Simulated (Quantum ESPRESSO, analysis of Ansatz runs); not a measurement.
## A hop of O in HfO2 (P2_1/c), charge 0 (Quantum ESPRESSO)

Aim: the barrier of one jump in HfO2 (P2_1/c) at charge 0: V_O hop (2.8 Å). The model is a cell of 48 host atoms with 1 O taken out; O is the atom that moves.

Main program and level: Quantum ESPRESSO 7.5; Quantum ESPRESSO plane-wave DFT, PBEsol, GBRV 1.5 PBEsol potentials; nudged elastic band between two relaxed defect structures.

Most raw output is cut from this account.

## (1) Set-up

The cell holds 47 atoms: 16 Hf and 31 O. Cell: a = 9.411 Å, b = 8.427 Å, c = 9.411 Å, α = 110.9°, β = 113.5°, γ = 108.4°. It derives from HfO2 (space group P2_1/c). Nearest the centre at fractional (0.582, 0.669, 0.842): O38 at 1.35 Å, Hf10 at 1.59 Å, O34 at 2.31 Å, O31 at 2.54 Å, O32 at 2.62 Å, Hf8 at 2.63 Å, Hf4 at 2.64 Å, Hf16 at 2.64 Å.

The cell's shortest repeat is 8.4 Å.

## (2) Relaxation of the start point, charge 0

A barrier is counted from a minimum, so both ends are relaxed first. Small random displacements break the symmetry of the ideal sites, so that the defect can distort if it gains by it.

pw.in

```
&CONTROL
  calculation = 'relax'
  prefix = 'pwscf'
  outdir = './tmp'
  pseudo_dir = './pseudo'
  tprnfor = .true.
  disk_io = 'low'
  nstep = 70
  forc_conv_thr = 0.0012
  etot_conv_thr = 0.0001
/
&SYSTEM
  ibrav = 0
  nat = 47
  ntyp = 2
  ecutwfc = 36
  ecutrho = 288
  nbnd = 193
  occupations = 'fixed'
  nosym = .true.
/
&ELECTRONS
  conv_thr = 5d-08
  electron_maxstep = 100
  mixing_beta = 0.5
/
&IONS
  ion_dynamics = 'bfgs'
/
ATOMIC_SPECIES
Hf   178.4900 hf_pbesol_v1.uspp.F.UPF
O     15.9990 o_pbesol_v1.2.uspp.F.UPF
CELL_PARAMETERS angstrom
  -5.9416700219    5.1632183080    5.1583953540
   4.2040263251   -5.1632183080    5.1655566081
   5.9416700219    5.1632183080   -5.1583953540
ATOMIC_POSITIONS crystal
Hf     0.0826846387    0.4926019833    0.8675515790
Hf     0.0826846387    0.9926019833    0.3675515790
Hf     0.5826846387    0.4926019833    0.3675515790
Hf     0.5855223344    0.9918887040    0.8672820142
Hf     0.3719733557    0.2576241936    0.8375144900
Hf     0.3749495956    0.7573980167    0.3400826553
Hf     0.8749495956    0.2573980167    0.3400826553
Hf     0.8727530569    0.7575715318    0.8368622624
[... 35 atom lines left out ...]
O     -0.0021429576    0.4553133674    0.6159723605
O     -0.0025639609    0.9576501063    0.1142311242
O      0.4971831021    0.4575784687    0.1186511193
O      0.4981002126    0.9575238890    0.6141052068
K_POINTS gamma
```

Command:

```bash
$ OMP_NUM_THREADS=1 mpirun -n 4 pw.x -in pw.in > pw.out
```

It took 6.8 min on 4 MPI ranks of Arm Neoverse V1, shared host; peak memory 1.4 GiB; 27 min of CPU time.

Step by step:

```
step  energy less that of the first step (eV)
   0                                   0.0000
   1                                  -0.1448
   2                                  -0.2180
   3                                  -0.2334
   4                                  -0.2463
   5                                  -0.2586
   6                                  -0.2670
   7                                  -0.2750
   8                                  -0.2836
   9                                  -0.2922
  10                                  -0.2994
  11                                  -0.3067
  12                                  -0.3126
  13                                  -0.3172
  14                                  -0.3206
  15                                  -0.3231
  16                                  -0.3249
  17                                  -0.3262
  18                                  -0.3270
  19                                  -0.3275
  20                                  -0.3279
```

The atoms that moved most (Å):

```
atom      dx      dy      dz  length
 O39   0.092  -0.117  -0.148   0.210
 O47  -0.078   0.139   0.055   0.168
 O35  -0.073  -0.111   0.094   0.163
 O41   0.058   0.134  -0.072   0.163
 O46  -0.091   0.089   0.082   0.152
 O44  -0.069   0.101   0.088   0.151
 O33  -0.066  -0.103   0.065   0.139
 O37   0.061  -0.095  -0.075   0.136
```

Neighbours of O38 at the end:

```
atom  distance (Å)
Hf10         2.009
Hf16         2.050
 Hf5         2.128
 O17         2.524
 O46         2.556
 O41         2.774
 O34         2.785
 O36         2.827
```

This step gave:

```yaml
highest_filled_level: 13.61 eV
lowest_empty_level: 15.15 eV
r_m_s_move_of_the_farther_half_of_the_atoms: 0.07490 Å
largest_move_from_the_ideal_geometry_of_this_structure_a_common_shift_of_the_far_atoms_taken_out: 0.2179 Å
```

The relaxation gained 0.328 eV and ended with a largest force component of 0.026 eV/Å.

## (3) Relaxation of the end point, charge 0

The end point is relaxed in the same cell and settings, so that the two energies compare. Atoms more than 3.2 Å from the middle of the hop start where the first relaxation left them, the nearer ones on or close to their ideal places, with small random displacements.

pw.in

```
&CONTROL
  calculation = 'relax'
  prefix = 'pwscf'
  outdir = './tmp'
  pseudo_dir = './pseudo'
  tprnfor = .true.
  disk_io = 'low'
  nstep = 70
  forc_conv_thr = 0.0012
  etot_conv_thr = 0.0001
/
&SYSTEM
  ibrav = 0
  nat = 47
  ntyp = 2
  ecutwfc = 36
  ecutrho = 288
  nbnd = 193
  occupations = 'fixed'
  nosym = .true.
/
&ELECTRONS
  conv_thr = 5d-08
  electron_maxstep = 100
  mixing_beta = 0.5
/
&IONS
  ion_dynamics = 'bfgs'
/
ATOMIC_SPECIES
Hf   178.4900 hf_pbesol_v1.uspp.F.UPF
O     15.9990 o_pbesol_v1.2.uspp.F.UPF
CELL_PARAMETERS angstrom
  -5.9416700219    5.1632183080    5.1583953540
   4.2040263251   -5.1632183080    5.1655566081
   5.9416700219    5.1632183080   -5.1583953540
ATOMIC_POSITIONS crystal
Hf     0.0831888174    0.4939498829    0.8678825583
Hf     0.0836683646    0.9918851276    0.3679011940
[... 1 atom line left out ...]
Hf     0.5817811246    0.9912133645    0.8664005598
[... 3 atom lines left out ...]
Hf     0.8741576603    0.7579630434    0.8400552492
[... 1 atom line left out ...]
Hf     0.4164431828    0.5062387210    0.6323443143
[... 5 atom lines left out ...]
Hf     0.6257789948    0.7437299743    0.1612501935
O      0.3613362259    0.2143974428    0.5929040735
[... 6 atom lines left out ...]
O      0.8800489564    0.5344591188    0.8977842483
[... 6 atom lines left out ...]
O      0.6209459496    0.4636852381    0.6021290126
O      0.6200291354    0.9652508900    0.1028335715
[... 1 atom line left out ...]
O      0.3400700742    0.7046906285    0.7077438929
[... 1 atom line left out ...]
O      0.8381267112    0.7049638674    0.2064736515
[... 1 atom line left out ...]
O      0.6608798805    0.7926835580    0.8010960525
[... 6 atom lines left out ...]
O     -0.0019695541    0.9566619942    0.1166242316
[... 1 atom line left out ...]
O      0.5164531986    0.9550190635    0.6213413763
K_POINTS gamma
```

Run time: 4.2 min. Hardware: 4 MPI ranks; peak memory 1.4 GiB.

The steps of the relaxation:

```
step  energy less that of the first step (eV)
   0                                   0.0000
   1                                  -0.0860
   2                                  -0.1415
   3                                  -0.1630
   4                                  -0.1840
   5                                  -0.1989
   6                                  -0.2109
   7                                  -0.2177
   8                                  -0.2223
   9                                  -0.2252
  10                                  -0.2270
  11                                  -0.2280
  12                                  -0.2287
```

The atoms that moved most (Å):

```
atom      dx      dy      dz  length
 O45  -0.070   0.105   0.074   0.146
 O36  -0.071  -0.099   0.073   0.142
 O38   0.043   0.075  -0.074   0.113
 O39  -0.031   0.040   0.062   0.080
 O34  -0.042  -0.053   0.026   0.073
 O17   0.070   0.015   0.000   0.072
 O41  -0.044  -0.045   0.032   0.071
 O44   0.027  -0.050  -0.039   0.070
```

Neighbours of O38 at the end:

```
atom  distance (Å)
 Hf8         2.033
 Hf4         2.052
Hf10         2.092
 O31         2.521
 O34         2.534
 O39         2.766
 O45         2.819
 O32         2.860
 O47         2.871
 O19         2.901
```

This step gave:

| Quantity | Value |
| --- | --- |
| highest filled level | 13.60 eV |
| lowest empty level | 15.16 eV |
| r.m.s. move of the farther half of the atoms | 0.06328 Å |
| largest move from the ideal geometry of this structure, a common shift of the far atoms taken out | 0.1562 Å |

The relaxation gained 0.229 eV and ended with a largest force component of 0.027 eV/Å. The end lies 0.001 eV above the start.

## (4) Nudged elastic band, charge 0

3 movable images are laid between the ends by interpolation. Each image feels the true force across the path and a spring force along it. The highest image is set to climb to the top of the path.

This step: Quantum ESPRESSO plane-wave DFT, PBEsol, GBRV 1.5 PBEsol potentials; nudged elastic band between two relaxed defect structures.

neb.in

```
BEGIN
BEGIN_PATH_INPUT
&PATH
  restart_mode = 'from_scratch'
  string_method = 'neb'
  nstep_path = 45
  ds = 1.5
  opt_scheme = 'broyden'
  num_of_images = 5
  k_max = 0.3
  k_min = 0.2
  CI_scheme = 'auto'
  path_thr = 0.06
/
END_PATH_INPUT
BEGIN_ENGINE_INPUT
&CONTROL
  prefix = 'pwscf'
  outdir = './tmp'
  pseudo_dir = './pseudo'
  disk_io = 'low'
/
&SYSTEM
  ibrav = 0
  nat = 47
  ntyp = 2
  ecutwfc = 36
  ecutrho = 288
  nbnd = 193
  occupations = 'fixed'
  nosym = .true.
/
&ELECTRONS
  conv_thr = 5d-08
  electron_maxstep = 100
  mixing_beta = 0.5
/
ATOMIC_SPECIES
Hf   178.4900 hf_pbesol_v1.uspp.F.UPF
O     15.9990 o_pbesol_v1.2.uspp.F.UPF
CELL_PARAMETERS angstrom
  -5.9416700219    5.1632183080    5.1583953540
   4.2040263251   -5.1632183080    5.1655566081
   5.9416700219    5.1632183080   -5.1583953540
BEGIN_POSITIONS
FIRST_IMAGE
ATOMIC_POSITIONS crystal
Hf     0.0827259777    0.4939048404    0.8671972178
Hf     0.0832055250    0.9918400852    0.3672158535
Hf     0.5819724443    0.4943700632    0.3672717892
Hf     0.5848777638    0.9912422206    0.8676363720
Hf     0.3750870645    0.2564060965    0.8399144059
Hf     0.3748951358    0.7567785985    0.3389862551
Hf     0.8751115250    0.2582485035    0.3405338389
Hf     0.8678743650    0.7558926925    0.8379281748
Hf     0.4181501840    0.0080492465    0.1329967126
Hf     0.4164202981    0.5065145839    0.6327810987
Hf     0.9163103843    0.0072135716    0.6325462855
Hf     0.9177191595    0.5071415607    0.1325252117
Hf     0.1235722610    0.2413400639    0.1585892316
Hf     0.1266599711    0.7429541634    0.6610642858
Hf     0.6253402346    0.2417889711    0.6598574735
Hf     0.6273556353    0.7435844029    0.1591533323
O      0.3617709853    0.2113259239    0.5944461431
O      0.3631666367    0.7151123860    0.0944422926
O      0.8618864113    0.2141430011    0.0951044736
O      0.8618839209    0.7139941697    0.5952299671
O      0.3821082787    0.0341701344    0.8959768334
O      0.3784392143    0.5337875670    0.3942587355
O      0.8814867374    0.0361311469    0.3974025555
O      0.8800080438    0.5354308732    0.8968127115
O      0.1381536560    0.2849078817    0.4027561846
O      0.1382024500    0.7865372035    0.9046684522
O      0.6394943992    0.2846592536    0.9042332527
O      0.6380199436    0.7853458048    0.4029503543
O      0.1184037816    0.4631698018    0.1003830008
O      0.1190871522    0.9641879626    0.6029335044
O      0.6204781116    0.4706633735    0.6081803038
O      0.6209482428    0.9662128354    0.1028068244
O      0.3356587234    0.2061510203    0.1919957345
O      0.3457592377    0.7105859011    0.7029024918
O      0.8376564336    0.2087395495    0.6909788798
O      0.8397372360    0.7073591234    0.1992350814
O      0.4856061696    0.0421356399    0.3795425300
O      0.4923553833    0.5427290682    0.8796247210
O      0.9744067985    0.0379517078    0.8767570867
O      0.9915288809    0.5428751669    0.3815726538
O      0.1633202939    0.2920176929    0.8075916858
O      0.1627215819    0.7921644777    0.3039994824
O      0.6627460784    0.2937873112    0.3072795826
O      0.0161957153    0.4585517174    0.6204711836
O      0.0050695027    0.9533820269    0.1161996384
O      0.5138049117    0.4579392068    0.1196623609
O      0.5168799025    0.9561590552    0.6208025437
INTERMEDIATE_IMAGE
ATOMIC_POSITIONS crystal
Hf     0.0831511248    0.4937312534    0.8670189355
Hf     0.0829869296    0.9920146802    0.3671713097
[... 45 atom lines left out ...]
INTERMEDIATE_IMAGE
ATOMIC_POSITIONS crystal
Hf     0.0835686886    0.4935665964    0.8668467358
Hf     0.0828317075    0.9922155618    0.3671835191
[... 45 atom lines left out ...]
INTERMEDIATE_IMAGE
ATOMIC_POSITIONS crystal
Hf     0.0839813626    0.4934036836    0.8666749959
Hf     0.0826493209    0.9924046410    0.3671666568
[... 45 atom lines left out ...]
LAST_IMAGE
ATOMIC_POSITIONS crystal
Hf     0.0843895416    0.4932240232    0.8664952324
Hf     0.0824376494    0.9925925381    0.3671187497
[... 1 atom line left out ...]
Hf     0.5832455062    0.9921692158    0.8684318658
[... 3 atom lines left out ...]
Hf     0.8746550428    0.7569531443    0.8410624885
[... 1 atom line left out ...]
Hf     0.4182164426    0.5066137558    0.6378731908
[... 5 atom lines left out ...]
Hf     0.6239399847    0.7415186236    0.1574903299
O      0.3629391495    0.2216851564    0.6008669764
[... 6 atom lines left out ...]
O      0.8823258193    0.5350555305    0.8973253724
[... 6 atom lines left out ...]
O      0.6191268603    0.4642501084    0.6024187448
O      0.6197120495    0.9638578643    0.1024615573
[... 1 atom line left out ...]
O      0.3376562933    0.7038891054    0.6984938611
[... 1 atom line left out ...]
O      0.8357661046    0.7066112141    0.1906729438
[... 1 atom line left out ...]
O      0.6611100218    0.7888819764    0.8109022533
[... 6 atom lines left out ...]
O      0.0154710926    0.9585000823    0.1206955562
[... 1 atom line left out ...]
O      0.5116814779    0.9564945559    0.6203789926
END_POSITIONS
K_POINTS gamma
END_ENGINE_INPUT
END
```

Command:

```bash
$ OMP_NUM_THREADS=1 mpirun -n 4 neb.x -ni 2 -inp neb.in > neb.out
```

Run time: 37 min. Hardware: 4 MPI ranks; peak memory 2.4 GiB.

The path, image by image:

```
image  path (Å)  energy (eV)     O38: x, y, z (Å)
    0     0.000       0.0000  4.583, 4.282, 0.806
    1     0.897       0.8650  4.471, 4.439, 1.605
    2     1.637       1.5100  4.453, 4.332, 2.293
    3     2.299       0.6156  4.432, 4.008, 2.803
    4     3.117       0.0012  4.206, 3.527, 3.302
```

Read from the output:

| Quantity | Value |
| --- | --- |
| barrier forward | 1.510 eV |
| barrier backward | 1.509 eV |
| end less start | 0.001178 eV |
| hop length | 2.635 Å |

The band met its tolerance of 0.06 eV/Å after 21 iterations, with image 2 on top (the start counts as 0). O38, which moves farthest between the ends, has 3 Hf at 2.01 to 2.13 Å nearest at the start and 2 Hf at 1.99 to 2.28 Å at the top.

## (5) Results

```
barrier forward                         : 1.51 eV
barrier backward                        : 1.51 eV
end less start                          : 0.00 eV
hop length                              : 2.64 Å
band iterations, as the log counts them : 21
```

In words: The top of the band lies 1.51 eV above the start and 1.51 eV above the end. With an assumed prefactor of 1e13 per second it gives one hop a second along this one path at about 590 K; whether such hops link up through the crystal wasn't checked. The order of the top as a saddle was not checked for all atoms, so a bent path could be lower. Keep in mind: sampling at the zone centre alone can move energies of charged and open-shell states by tenths of an eV or more in cells of this size; periodic copies of the defect are only 8.4 Å apart; spin–orbit coupling, which can matter with heavy atoms, is left out. The cutoff of 36 Ry is under the 40 Ry advised for these potentials.

[Logs are printed without paths, hosts, clocks, repeated set-up lines and the standing remarks that a program may print on its own settings, such as how far it seeks lower states.]

[Hosts, paths, dates, database ids (printed as entryN), source tags and the programs' standing remarks are cut or masked in the printed files.]
